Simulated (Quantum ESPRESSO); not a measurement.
An input for Quantum ESPRESSO 7.5 (Al2Pt):

Contents of run.py:

```python
import numpy as np
from ase.calculators.espresso import Espresso, EspressoProfile
from ase.io import read

atoms = read('POSCAR')

input_data = {
    'control': {'calculation': 'scf', 'prefix': 'pwscf', 'outdir': './tmp', 'tprnfor': True, 'tstress': True, 'disk_io': 'low', 'nstep': 30},
    'system': {'ecutwfc': 70.0, 'nbnd': 19, 'input_dft': 'pw91', 'occupations': 'smearing', 'smearing': 'fd'},
    'electrons': {'conv_thr': 6e-10, 'electron_maxstep': 80, 'mixing_beta': 0.5},
}
pseudopotentials = {'Pt': '78_Pt_18_2.2_2.4_pbe_n_v1.0.upf', 'Al': '13_Al_3_1.9_1.9_pbe_n_v1.0.upf'}
profile = EspressoProfile(command='pw.x', pseudo_dir='pseudo')
dft = Espresso(profile=profile, input_data=input_data, pseudopotentials=pseudopotentials, kpts=(4, 4, 4), koffset=(0, 0, 0))
atoms.calc = dft

from ase.optimize import BFGSLineSearch
done = BFGSLineSearch(atoms, trajectory='opt.traj').run(fmax=0.02, steps=30)
print('converged', done)
print(f'energy {atoms.get_potential_energy():.8f} eV')
print('forces (eV/A)')
print(np.round(atoms.get_forces(), 6))
print('stress (eV/A^3, Voigt)')
print(np.round(atoms.get_stress(), 8))
print(f'Fermi level {dft.get_fermi_level():.4f} eV')
```

POSCAR

```
Al2Pt
1.0
    0.0000000000      2.9550000000      2.9550000000
    2.9550000000      0.0000000000      2.9550000000
    2.9550000000      2.9550000000      0.0000000000
Al Pt
2 1
Direct
    0.2905021100      0.2197552700      0.2771059000
    0.7912034800      0.7468934300      0.6887841900
    0.9182944100      0.0333513100      0.0341099100
```

Potentials or basis: SPMS 1.0 PBE.

Run with:

```bash
$ OMP_NUM_THREADS=1 python run.py
```

How does this run end?

The run stopped without a result. It printed:

Output:

```text
Traceback (most recent call last):
  File "<dir>", line 18, in <module>
  File "ase/optimize/optimize.py", line 506, in run
  File "ase/optimize/optimize.py", line 375, in run
  File "ase/optimize/optimize.py", line 322, in irun
  File "ase/optimize/optimize.py", line 38, in get_gradient
  File "ase/atoms.py", line 2015, in get_forces
  File "ase/abc.py", line 31, in get_forces
  File "ase/calculator.py", line 517, in get_property
  File "ase/genericfileio.py", line 336, in calculate
  File "ase/espresso.py", line 86, in execute
  File "ase/genericfileio.py", line 104, in run
  File "python3.12/subprocess.py", line 413, in check_call
subprocess.CalledProcessError: Command '['pw.x', '-in', 'espresso.pwi']' returned non-zero exit status 1.
```

espresso.pwo:

```text
This program is part of the open-source Quantum ESPRESSO suite
     for quantum simulation of materials; please cite
         "P. Giannozzi et al., J. Phys.:Condens. Matter 21 395502 (2009);
         "P. Giannozzi et al., J. Phys.:Condens. Matter 29 465901 (2017);
         "P. Giannozzi et al., J. Chem. Phys. 152 154105 (2020);
     in publications or presentations arising from this work. More details at

Warning: card &CELL ignored
Warning: card &FCP ignored
Warning: card &RISM ignored

 %%%%%%%%%%%%%%%%%%%%%%%%%%%%%%%%%%%%%%%%%%%%%%%%%%%%%%%%%%%%%%%%%%%%%%%%%%%%%%
     Error in routine  set_occupations (1):
      smearing requires a value for gaussian broadening (degauss)
 %%%%%%%%%%%%%%%%%%%%%%%%%%%%%%%%%%%%%%%%%%%%%%%%%%%%%%%%%%%%%%%%%%%%%%%%%%%%%%

     stopping ...
```
